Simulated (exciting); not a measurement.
AlN:

```
CELL_PARAMETERS angstrom
0.00000 2.18399 2.18399
2.18399 0.00000 2.18399
2.18399 2.18399 0.00000
ATOMIC_POSITIONS crystal
Al 0.00000 0.00000 0.00000
N 0.25000 0.25000 0.25000
```

Measurements of this composition are mostly on another form, of space group No. 186.

Base run:

| Property | Result |
| --- | --- |
| Program | exciting (release sodium) |
| Functional | LDA |
| Potentials or basis | all-electron LAPW+lo, shipped species files, valence relativity iora* |
| rgkmax | 7.5 |
| k mesh | 10 × 10 × 10 |
| Occupations | fermi-dirac, width 0.05 eV |
| Spin | no spin polarisation |

Its results: band gap on the k mesh 3.24 eV, indirect (least direct gap 4.23 eV).

Problem. The run is repeated on the same cell with these changes: functional from LDA to PBE. What comes out?

Solution. Band gap on the k mesh 3.32 eV, indirect (least direct gap 4.20 eV).

Not every run made on this cell is shown here.
